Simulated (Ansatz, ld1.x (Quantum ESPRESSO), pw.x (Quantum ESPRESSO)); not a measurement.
pw.x on bcc Hf: one setting changed

Potential: norm-conserving Troullier–Martins (Kleinman–Bylander form), ld1.x (Quantum ESPRESSO) 7.5, PBE; core [Xe] 4f14, reference 5d2 6s2 6p0; waves: 6p (bound, empty): rc 3.35 bohr; 5d (bound): rc 3.00 bohr; 6s (bound): rc 2.60 bohr; local part: the s channel; core correction: a·sin(br)/r model core inside 1.50 bohr.

The reference run (k-mesh 13³, cutoffs 50/200 Ry, Fermi–Dirac 0.01 Ry, mixing_beta 0.4, conv_thr 1e-9, no spin) gives 1.61 GPa at 22.374 Å³/atom, where all-electron LAPW gives 0.21 GPa. This run, with its own iteration cap, changes mixing_beta to 0.2.

```
&control
  calculation='scf', prefix='x', pseudo_dir='./', outdir='./tmp', tstress=.true., disk_io='none'
/
&system
  ibrav=0, nat=1, ntyp=1, ecutwfc=50, ecutrho=200, nbnd=9,
  occupations='smearing', smearing='fd', degauss=0.01
/
&electrons
  conv_thr=1e-09, mixing_beta=0.2, electron_maxstep=60
/
ATOMIC_SPECIES
Hf 1.0 Hf.UPF
CELL_PARAMETERS angstrom
  -1.77512067 1.77512067 1.77512067
  1.77512067 -1.77512067 1.77512067
  1.77512067 1.77512067 -1.77512067
ATOMIC_POSITIONS crystal
Hf 0.0000 0.0000 0.0000
K_POINTS automatic
13 13 13 0 0 0
```

```bash
pw.x < Hf.scf.in > Hf.scf.out
```

How does the run end?

It converges in 10 iterations; the free energy moves by +0.0 meV/atom and the pressure by +0.00 GPa. The result is that of the reference run.

```
Message from routine setup:
     using ibrav=0 with symmetry is DISCOURAGED, use correct ibrav instead
     lattice parameter (alat)  =       5.8102  a.u.
     unit-cell volume          =     150.9872 (a.u.)^3
     number of electrons       =         4.00
     number of Kohn-Sham states=            9
     kinetic-energy cutoff     =      50.0000  Ry
     charge density cutoff     =     200.0000  Ry
     scf convergence threshold =      1.0E-09
     Exchange-correlation= PBE
     number of k points=    84  Fermi-Dirac smearing, width (Ry)=  0.0100
     iteration #  1     ecut=    50.00 Ry     beta= 0.20
     total energy              =     -19.36466326 Ry
     estimated scf accuracy    <       0.01511786 Ry
     iteration #  2     ecut=    50.00 Ry     beta= 0.20
     total energy              =     -19.36048532 Ry
     estimated scf accuracy    <       0.00831252 Ry
     iteration #  3     ecut=    50.00 Ry     beta= 0.20
     total energy              =     -19.36165379 Ry
     estimated scf accuracy    <       0.00003830 Ry
     [... 4 iterations left out ...]
     iteration #  8     ecut=    50.00 Ry     beta= 0.20
     total energy              =     -19.36159523 Ry
     estimated scf accuracy    <          2.7E-09 Ry
     iteration #  9     ecut=    50.00 Ry     beta= 0.20
     total energy              =     -19.36159523 Ry
     estimated scf accuracy    <          2.5E-09 Ry
     iteration # 10     ecut=    50.00 Ry     beta= 0.20
     the Fermi energy is     8.6728 ev
!    total energy              =     -19.36159523 Ry
     estimated scf accuracy    <          1.5E-10 Ry
     smearing contrib. (-TS)   =      -0.00863959 Ry
     The total energy is F=E-TS. E is the sum of the following terms:
     one-electron contribution =       5.47647626 Ry
     hartree contribution      =       0.00580210 Ry
     xc contribution           =     -16.15616466 Ry
     ewald contribution        =      -8.67906934 Ry
     convergence has been achieved in  10 iterations
          total   stress  (Ry/bohr**3)                   (kbar)     P=       16.09
     Message from routine punch:
     Nothing written, as per user request (disk_io='none')
```

The run took about 12 s on one core of a shared host (Neoverse-V1, 32 threads, 247 GiB, load 20).
